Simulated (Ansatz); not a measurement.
## Self-trapping of an added hole in LiF (Fm-3m)

Question: is an added hole in LiF (Fm-3m) a free carrier or a small polaron? The trial puts it on one F atom. The model is a cell of 128 host atoms; several levels of theory are compared, with their cost.

Program: Ansatz 0.2.0. Level of theory: plane-wave PAW DFT, PBE0; relaxation of all atoms of a supercell at fixed charge in a uniform background; PAW set soft_1. Results are calculated unless marked as measured.

In doubt: the hybrid run may have settled on a false gap or state (step 2), so the values of those runs are not to be relied on.

**1. The starting structure**

The cell holds 128 atoms: 64 Li and 64 F. Its edges and angles: a = 11.332 Å, b = 11.332 Å, c = 11.332 Å, α = 60.0°, β = 60.0°, γ = 60.0°. It derives from LiF (space group Fm-3m). Nearest the centre at fractional (0.375, 0.625, 0.375): F52 at 0.00 Å, Li59 at 2.15 Å, Li83 at 2.15 Å, Li53 at 2.15 Å, Li91 at 2.15 Å, Li85 at 2.15 Å, Li61 at 2.15 Å, F50 at 2.83 Å. The cell carries charge +1.

Screening for the image-charge correction: ε∞ = 2.09, ε0 = 9.46, computed on the host (DFPT, PBEsol).

The cell's shortest repeat is 11.3 Å.

The centre named in tables marks the trial (one F atom), and distances without another origin count from it. The distances above are those of the displaced start.

**2. Relaxation with the hole, PBE0**

A share of exact exchange removes much of the self-interaction that would spread the carrier over the cell. The share of exact exchange was chosen, not fitted; 1/ε∞ of the host is 0.48. A carrier doesn't trap itself from the perfect lattice, where equivalent sites compete, so the atoms around the trial site start displaced and the spin starts there. The total moment is locked to that of one carrier.

Contents of qp1_M1_trap.hrelax/input.yaml:

```yaml
crystal:
  lattice:
    - [0.0, 8.01317276, 8.01317276]
    - [8.01317276, 0.0, 8.01317276]
    - [8.01317276, 8.01317276, 0.0]
  atoms:
    - { symbol: Li, position: [0.0, 0.0, 0.0] }
    - { symbol: F, position: [0.125, 0.125, 0.125] }
[... 11 atom lines left out ...]
    - { symbol: F, position: [0.125, 0.375, 0.625] }
[... 5 atom lines left out ...]
    - { symbol: F, position: [0.125, 0.625, 0.375] }
[... 1 atom line left out ...]
    - { symbol: F, position: [0.125, 0.625, 0.625] }
[... 3 atom lines left out ...]
    - { symbol: F, position: [0.125, 0.875, 0.125] }
    - { symbol: Li, position: [0.0, 0.75, 0.25] }
    - { symbol: F, position: [0.125, 0.875, 0.375] }
    - { symbol: Li, position: [0.0, 0.75, 0.5] }
    - { symbol: F, position: [0.125, 0.875, 0.625] }
[... 2 atom lines left out ...]
    - { symbol: Li, position: [0.25, 0.0, 0.0] }
[... 1 atom line left out ...]
    - { symbol: Li, position: [0.25, 0.0, 0.25] }
[... 1 atom line left out ...]
    - { symbol: Li, position: [0.25, 0.0, 0.5] }
[... 6 atom lines left out ...]
    - { symbol: F, position: [0.375, 0.375, 0.375] }
[... 1 atom line left out ...]
    - { symbol: F, position: [0.375, 0.375, 0.625] }
[... 3 atom lines left out ...]
    - { symbol: F, position: [0.375, 0.625, 0.125] }
    - { symbol: Li, position: [0.25, 0.5, 0.25] }
    - { symbol: F, position: [0.375, 0.625, 0.375], spin: 1.0 }
    - { symbol: Li, position: [0.24064, 0.49064, 0.50936] }
    - { symbol: F, position: [0.375, 0.625, 0.625] }
    - { symbol: Li, position: [0.25, 0.5, 0.75] }
[... 1 atom line left out ...]
    - { symbol: Li, position: [0.25, 0.75, 0.0] }
    - { symbol: F, position: [0.375, 0.875, 0.125] }
    - { symbol: Li, position: [0.24064, 0.75936, 0.24064] }
    - { symbol: F, position: [0.375, 0.875, 0.375] }
    - { symbol: Li, position: [0.24064, 0.75936, 0.50936] }
[... 12 atom lines left out ...]
    - { symbol: F, position: [0.625, 0.375, 0.125] }
    - { symbol: Li, position: [0.5, 0.25, 0.25] }
    - { symbol: F, position: [0.625, 0.375, 0.375] }
    - { symbol: Li, position: [0.5, 0.25, 0.5] }
    - { symbol: F, position: [0.625, 0.375, 0.625] }
[... 2 atom lines left out ...]
    - { symbol: Li, position: [0.5, 0.5, 0.0] }
    - { symbol: F, position: [0.625, 0.625, 0.125] }
    - { symbol: Li, position: [0.50936, 0.49064, 0.24064] }
    - { symbol: F, position: [0.625, 0.625, 0.375] }
    - { symbol: Li, position: [0.50936, 0.49064, 0.50936] }
[... 3 atom lines left out ...]
    - { symbol: Li, position: [0.5, 0.75, 0.0] }
    - { symbol: F, position: [0.625, 0.875, 0.125] }
    - { symbol: Li, position: [0.50936, 0.75936, 0.24064] }
[... 1 atom line left out ...]
    - { symbol: Li, position: [0.5, 0.75, 0.5] }
[... 13 atom lines left out ...]
    - { symbol: Li, position: [0.75, 0.25, 0.25] }
[... 1 atom line left out ...]
    - { symbol: Li, position: [0.75, 0.25, 0.5] }
[... 3 atom lines left out ...]
    - { symbol: Li, position: [0.75, 0.5, 0.0] }
[... 1 atom line left out ...]
    - { symbol: Li, position: [0.75, 0.5, 0.25] }
[... 1 atom line left out ...]
    - { symbol: Li, position: [0.75, 0.5, 0.5] }
[... 3 atom lines left out ...]
    - { symbol: Li, position: [0.75, 0.75, 0.0] }
[... 1 atom line left out ...]
    - { symbol: Li, position: [0.75, 0.75, 0.25] }
[... 4 atom lines left out ...]
    - { symbol: F, position: [0.875, 0.875, 0.875] }
  host:
    repeats: [4, 4, 4]
    atoms:
      - { symbol: Li, position: [0.0, 0.0, 0.0] }
      - { symbol: F, position: [0.5, 0.5, 0.5] }
total_charge: 1
basis:
  ecutwfc: 420
  xc_grid: 2
hamiltonian:
  xc: pbe0
  pseudopotentials: { kind: paw, azcp: { folder: soft_1 } }
kpoints:
  mp_grid: { grid: [1, 1, 1] }
magnetization:
  spin_polarized: true
  initial_magnetization: 1
  spin_locking: { lock_magnetization: hard }
scf:
  occupations: { method: fixed }
  max_iter: 80
output:
  forces: true
  charged_corrections:
    epsilon: 2.09
    static_epsilon: 9.46
    defect_position: [0.375, 0.625, 0.375]
relax:
  f_tol: 0.03
  max_steps: 45
  random_displacement: { amplitude: 0.02, seed: 2598 }
checkpoint:
  write: "../qp1_M1_trap.hrelax.run"
  compress: false
  write_wavefunctions: true
  write_every: 100000
```

Run with:

```
ansatz run input.yaml --threads 32 --pin off --max-ram 84787MiB --backend cuda --events-out ev --progress --plain --runs-dir out --max-vram 78GiB
```

Numbers of over 12 decimals in the logs are rounded to 6 here.

The log of the run:

```text
[... repeated set-up lines and file paths are left out, and long positions are rounded to six places ...]
Engine: ansatz 0.2.0, aarch64-unknown-linux-gnu
Pseudopotentials: kind: paw
Pseudopotential: Li, paw, valence charge 3, recommended cutoff 420 eV (normal), soft_1/Li.paw.azcp
Pseudopotential: F, paw, valence charge 7, recommended cutoff 420 eV (normal), soft_1/F.paw.azcp
Functional definition: PBE0
  parameter a = 0.25
  parameter kappa = 0.804
  parameter beta = 0.066725
  exchange = (1 - a)*pbe_x(kappa = kappa, mu = beta*pi^2/3) + a*exact_x
  correlation = pbe_c(beta = beta)
davidson cushion auto → on  (no smearing: the cushion is to keep the highest requested band from converging to the state above it; pin scf.eigensolver.cushion to override)
[...]
Crystal: 128 atoms, lattice volume = 1029.067 Å³
Basis set: ecut = 420 eV, 20107 PW (Γ), exchange–correlation on 160×160×160 points (8 copies of the dense FFT grid, shifted against one another)
Bands: 448, of which v1, the nominal top of the filled ones, is band 320 counted from 1 (319 counted from 0)
Symmetry: 1 space group operations
k-points: 1
Non-local potential: Li, projectors of the file, l = 0: 3, l = 1: 2, l = 2: 1
Non-local potential: F, projectors of the file, l = 0: 2, l = 1: 2, l = 2: 1
PAW form: soft (Blöchl's): semilocal exchange-correlation on the pseudo side does not see the compensation charge
PAW frozen core: F, regenerated for the run's functional, and the local potential with it (the file was generated under x = pbe(κ = 0.804, μ = 0.219515), c = pbe(β = 0.066725))
PAW one-centre angular grid: Li, 110 points (default); XC on 96 Gauss nodes
PAW one-centre angular grid: F, 110 points (default); XC on 64 Gauss nodes
Initial density: superposition of atomic densities (chi_scale 0.1, normalization cell, long waves kept (reshape's long-wave potential 0.08 eV rms))
Starting moments: Σ|m| = 1 μB on 1 of 128 sites
Initial wavefunctions: pseudopotential atomic-orbital guess
[...]
Functional: x = pbe(κ = 0.804, μ = 0.219515), c = pbe(β = 0.066725), warm-up for x = 0.75 pbe(κ = 0.804, μ = 0.219515) + 0.25 exact, c = pbe(β = 0.066725)
iter 1 solved again at ethr=4.27e-3 eV; its pass at ethr=1.00e-1 eV (dr2=2.73e1 eV) is discarded
SCF iter   1: F=—  HF=-65027.867332 eV  |Δ(HF+E_count)|=         —  Δρ=3.51e-2 (↑3.19e-2 ↓3.51e-2)  dr2=2.76e1  dr2_m=5.85e-1  M=1.000 μB ∫|m|=1.074 μB  Hψ=5226
preconditioner: auto → none  [insulator: Δε(μ)=0.028 eV  Ē_g=19.563 eV  n_scr=282 (ndim 8)  ℏωp=26.2 eV  f_vac=0.000]
SCF iter   2: F=—  HF=-65031.599423 eV  |Δ(HF+E_count)|=    3.73e0  Δρ=3.02e-2 (↑2.09e-2 ↓3.02e-2)  dr2=1.34e1  dr2_m=1.16e0  M=1.000 μB ∫|m|=1.137 μB  Hψ=2179
[...]
SCF iter  35: F=-65035.393359 eV  HF=-65035.393359 eV  |Δ(HF+E_count)|=   3.85e-9  Δρ=3.80e-6 (↑6.50e-7 ↓3.80e-6)  dr2=6.83e-8  dr2_m=3.89e-8  M=1.000 μB ∫|m|=1.086 μB  Hψ=1991
SCF 1 converged in 35 iterations: F = -65035.393359 eV  dr2 = 6.83e-8
  greatest PAW one-centre occupation: 1.000 electrons in one spin orbital (limit 2), on the Li atom at site 58 (counted from 0), in its partial waves of l = 0
the semilocal start has a gap of 0.005 eV: under exact exchange another state, often on complex orbitals, can lie lower than the one that it leads to. A single point with scf.lower_state_search: full and scf.eigensolver.gamma_real: false can look for it
[...]
Starting moments: Σ|m| = 1 μB on 1 of 128 sites; this step starts from the density that it was given
[...]
Exchange kernel: α = 0.2500, full range, Wigner–Seitz truncation, v(0) = 3533.5221 eV·Å³, q-mesh 1×1×1, nearest image of the exchange supercell L = 11.33 Å, pair-density grid 45×45×45, without the augmentation charges, whose exchange is taken in its separable [...]
Frozen-core exchange: fock
[...]
SCF 2 stopped early in 11 iterations: F = -65039.886745 eV  dr2 = 4.75e-5
  Residual-converged pass: ⟨swp⟩=3.0  Hψ=1769  notcnv=0  max |occ|·‖R‖ = 6.6e-6 eV (tolerance 6.7e-6 eV)  dr2=4.75e-5  dr2_m=2.34e-6  dr2_onsite=1.69e-6  max |Δocc| = 0.0e0
[...]
hybrid outer 1: dexx = +4.891e-1 eV, tail = 7.11e-4 eV
[...]
relax step   1: F+E_penalty+E_count = -65039.89192455 eV  Δ(F+E_penalty+E_count) = +0.000e0 eV  max|allowed force component| = 3.204e-1 eV/Å  Δτ_max = 0.0000 Å  (105 SCF iters, accepted)
[... the SCF cycles and remarks between the steps are left out from here to the last step ...]
relax step   3: F+E_penalty+E_count = -65039.54674191 eV  Δ(F+E_penalty+E_count) = +4.885e-1 eV  max|allowed force component| = 5.796e-1 eV/Å  Δτ_max = 0.2000 Å  (52 SCF iters, dr2 threshold 3.91e-6 eV, rejected (line search))
[...]
hybrid outer 4: dexx = +6.398e-5 eV, tail = 1.51e-5 eV, Δε = 9.66e-4 eV (about 1.75e-4 eV left of the loop's levels), ΔF = 1.28e-3 eV/Å (tail 5.06e-3)
[...]
hybrid outer 2: dexx = +2.394e-4 eV, tail = 1.81e-6 eV, Δε = 4.54e-3 eV (about 6.44e-4 eV left of the loop's levels), ΔF = 2.04e-1 eV/Å (tail 4.28e-2)
[...]
hybrid outer 2: dexx = +2.144e-4 eV, tail = 2.07e-6 eV, Δε = 1.70e-2 eV (about 1.91e-3 eV left of the loop's levels), ΔF = 3.44e-1 eV/Å (tail 5.80e-2)
[...]
hybrid outer 2: dexx = +5.746e-5 eV, tail = 6.35e-7 eV, Δε = 1.53e-2 eV (about 3.77e-4 eV left of the loop's levels), ΔF = 3.26e-1 eV/Å (tail 4.08e-2)
[...]
hybrid outer 2: dexx = +2.976e-4 eV, tail = 4.54e-6 eV, Δε = 3.41e-2 eV (about 6.84e-4 eV left of the loop's levels), ΔF = 9.38e-1 eV/Å (tail 1.08e-1)
[...]
hybrid outer 2: dexx = +2.798e-4 eV, tail = 5.61e-6 eV, Δε = 2.80e-2 eV (about 5.82e-4 eV left of the loop's levels), ΔF = 1.01e0 eV/Å (tail 1.20e-1)
[...]
hybrid outer 2: dexx = +1.017e-4 eV, tail = 1.36e-6 eV, Δε = 8.62e-3 eV (about 1.76e-4 eV left of the loop's levels), ΔF = 3.57e-1 eV/Å (tail 6.14e-2)
[...]
hybrid outer 2: dexx = +7.405e-5 eV, tail = 8.32e-7 eV, Δε = 1.38e-2 eV (about 2.98e-4 eV left of the loop's levels), ΔF = 2.41e-1 eV/Å (tail 5.09e-2)
[...]
hybrid outer 2: dexx = +1.781e-5 eV, tail = 2.29e-7 eV, Δε = 3.54e-3 eV (about 6.70e-5 eV left of the loop's levels), ΔF = 1.51e-1 eV/Å (tail 2.66e-2)
[...]
SCF 46 converged in 7 iterations: F = -65040.506889 eV  dr2 = 6.86e-10
[...]
hybrid outer 2: dexx = +1.278e-6 eV, tail = 2.30e-8 eV, Δε = 1.62e-3 eV (about 3.36e-5 eV left of the loop's levels), ΔF = 4.53e-2 eV/Å (tail 8.29e-3)
[...]
SCF iter   1: F=—  HF=-65040.506889 eV  |Δ(HF+E_count)|=         —  Δρ=5.69e-7 (↑4.22e-7 ↓5.69e-7)  dr2=5.01e-9  dr2_m=3.09e-10  M=1.000 μB ∫|m|=1.122 μB  Hψ=2179
[...]
SCF iter   2: F=-65040.506889 eV  HF=-65040.506889 eV  |Δ(HF+E_count)|=   1.07e-9  Δρ=3.06e-7 (↑2.90e-7 ↓3.06e-7)  dr2=1.43e-9  dr2_m=6.51e-11  M=1.000 μB ∫|m|=1.122 μB sched 1.00e-12)  Hψ=2021
SCF 47 converged in 2 iterations: F = -65040.506889 eV  dr2 = 1.43e-9
[...]
hybrid outer 3: dexx = +6.148e-10 eV, tail = 3.33e-9 eV, Δε = 1.09e-5 eV (about 5.30e-6 eV left of the loop's levels), ΔF = 1.32e-3 eV/Å (tail 1.42e-3)
[...]
relax step  13: F+E_penalty+E_count = -65040.50688946 eV  Δ(F+E_penalty+E_count) = -8.734e-4 eV  max|allowed force component| = 5.867e-3 eV/Å  Δτ_max = 0.0078 Å  (15 SCF iters, accepted)
hybrid SCF converged: 3 outer / 15 inner (+0 warm-up), last move |dexx| = 6.15e-10 eV, tail = 3.33e-9 eV
Magnetization: 1.0000 μB (320.0000 up, 319.0000 down)
Absolute magnetization: 1.1247 μB (∫|ρ↑−ρ↓|, with the PAW one-centre terms)
Spin contamination: 0.0057 ħ² per cell (⟨S²⟩ above its minimum at these occupations)
Per-site moments (μB) at R_I (Å): [(-1.6626103571516718e-6, 0.816225), (-8.599527833232625e-7, 0.823596), (-7.2605005102582186e-6, 0.818631), [... 6 left out ...]
Free energy (F): -65040.506889 eV
Harris-Foulkes:  -65040.506889 eV  (|F-HF|=9.60e-10)
Internal energy: -65040.506889 eV  (E = F + TS)
E sigma→0 (E₀):  -65040.506889 eV
Fermi energy:    -1.032390 (↑ -1.033541, ↓ -1.032390) eV
--- Per-component energies (eV) ---
  E_band       = -9352.587348
  E_kinetic    = 13941.064611
  E_local      = -41713.502642  (includes V_loc(G=0)·N_el)
  E_nonlocal   = 4252.648254
  E_hartree    = 14548.885059
  E_xc         = -4306.158204
  E_vxc        = -5527.031699  (∫ρ·V_xc dr)
  E_exx        = -2722.773950  (= α·E_x^exact, valence–valence)
  E_paw        = -13251.740442  (= ΣΔE_a)
  E_vpaw       = -3958.050818  (= ΣTr[D̂ρ^β])
  E_aug_tail   = 0.062829  (compensation charges beyond the density's cutoff)
  E_ewald      = -35787.160646
  E_core_change = -1.831760  (= ΣΔE_core)
  E_smearing   = -0.000000  (= −TS)
  E_closure    = 0.000000  (closes the sum)
  E_deformation_potential = 15.782420  (in the stress; not in F)
  Σ components = -65040.506889   (vs F -65040.506889, Δ=-7.28e-12)
--- Forces (eV/Å), atoms counted from 1 ---
  atom   1  Li     0.00069035     0.00252283     0.00076098
  atom   2  F      0.00092507     0.00103924    -0.00097897
  [... 4 atoms left out ...]
  [... 122 more lines of this table ...]
  max |Σ_I F_I| component: 6.02e-6 eV/Å
--- Charged-cell corrections in eV (Makov–Payne, q = +1.000 e, ε = 9.460) ---
  F (periodic)     = -65040.506889  (uncorrected; the corrections below are reported, never added to it)
  E_corr1          = +0.217732  (monopole, q²α_M/2εL)
  F Makov-Payne    = -65040.289157  (F + E_corr1; no measured alignment; for a localised charge, not one spread in a band: unchecked)
  no potential alignment in this run, which stands beside a crystal: run the host's input off ansatz write-host-input, and read the two finished runs by ansatz place-levels (neither reads a slab, a wire or a sheet, whose cell leaves a vacuum)
--- Band table (eV) ---
  k-point 0 ↑: bands = ["-44.0803", "-44.0758", "-44.0744", "-44.0709", "-44.0625", "-44.0573", "-44.0161", "-44.0146", "-44.0027", [... rest cut ...]
  k-point 0 ↓: bands = ["-44.0815", "-44.0764", "-44.0755", "-44.0715", "-44.0660", "-44.0613", "-44.0170", "-44.0156", "-44.0036", [... rest cut ...]
  guard bands above this table: 41 of the run's 448 bands. The solve was not asked for them (output.publish_guard_bands: true or output.eigenvalues: true publishes all)
--- Relaxed structure (13 steps of the walk, 10 accepted, 0 SCFs on fresh bases) ---
  F+E_penalty+E_count = -65040.50688946 eV   max|allowed force component| = 5.867e-3 eV/Å
  atoms:
    - { symbol: Li, position: [-0.000266, 0.002657, -0.002709] }
    - { symbol: F, position: [0.124573, 0.125946, 0.124767] }
    [... 4 atoms left out ...]
  [... 122 more lines of this table ...]
```

It took 2.9 min on 1 × NVIDIA GB200 with 32 threads of Arm Neoverse V2, shared host; peak memory 2.1 GiB; 7.3 min of CPU time.

Step by step:

```csv
step,energy less that of the first step (eV),largest force component (eV/Å)
1,0.0000,0.3204
2,-0.1434,0.2503
3,0.3452,0.5796
4,-0.2976,0.1018
5,-0.3144,0.0857
6,-0.3341,0.1708
7,-0.3734,0.2860
8,-0.5611,0.2599
9,-0.3765,1.6882
10,-0.6093,0.0877
11,-0.4832,0.4575
12,-0.6141,0.0456
13,-0.6150,0.0059
```

Relaxation steps 3, 9, 11 were tried and not accepted.

The atoms that moved most (Å, from the sites as typed, ahead of the random displacement):

```csv
atom,dx,dy,dz,length
F20,0.000,0.299,0.300,0.424
F52,0.000,-0.298,-0.298,0.421
Li53,0.001,0.190,-0.039,0.194
Li59,0.000,-0.039,0.190,0.194
Li27,0.000,-0.165,0.022,0.167
Li21,0.000,0.022,-0.165,0.166
Li51,-0.113,0.026,0.026,0.119
Li29,0.113,0.026,0.026,0.118
```

The moves above count from the input, in which the atoms at the trial site were already displaced.

Neighbours of the ideal centre at the end:

```csv
atom,distance (Å)
F52,0.422
Li61,2.116
Li83,2.116
Li91,2.167
Li85,2.168
Li59,2.201
Li53,2.202
F20,2.410
```

Among the atoms that came to bonding distance: F20–F52 1.99 Å (from 2.83).

Largest moments: 0.47 μB on F52, 0.47 μB on F20 and 0.00 μB on F116. The sizes of the moments in the atoms' spheres add to about 1.0 μB, shared by 2.2 atoms in effect, 98 % of it within 3.2 Å of the largest: the carrier is localised at or next to the trial site.

**3. The states that it is compared with**

Its energy has a meaning only beside the cell without the carrier and the carrier left in the undistorted cell, under the same functional.

Times on 1 × NVIDIA GB200 with 32 threads of Arm Neoverse V2, shared host:

```csv
charge,start,kind,largest moment on one atom (μB),time
0,ideal sites,relaxation,-,7.7 s
+1,ideal sites,"single point, state in doubt",0.02,14 s
```

Distances from F52, which holds the largest moment, without and with the hole:

```csv
atom,without (Å),with (Å),change (Å)
Li59,2.00,1.96,-0.04
Li53,2.00,1.96,-0.04
F20,2.83,1.99,-0.84
Li91,2.00,2.48,0.48
Li61,2.00,2.15,0.15
Li83,2.00,2.15,0.15
Li85,2.00,2.48,0.48
```

The hole binds F52 and F20 into a pair, 2.83 Å apart without it and 1.99 Å with it.

(Continued in part 2 of 2.)

[Logs are printed without paths, hosts, clocks, repeated set-up lines and the standing remarks that a program may print on its own settings, such as how far it seeks lower states.]

[Hosts, paths, dates, database ids (printed as entryN), source tags and the programs' standing remarks are cut or masked in the printed files.]

[For some hosts the program warned that the k-mesh of the response run may be too coarse for force constants and the static dielectric constant; such warnings are not shown here.]
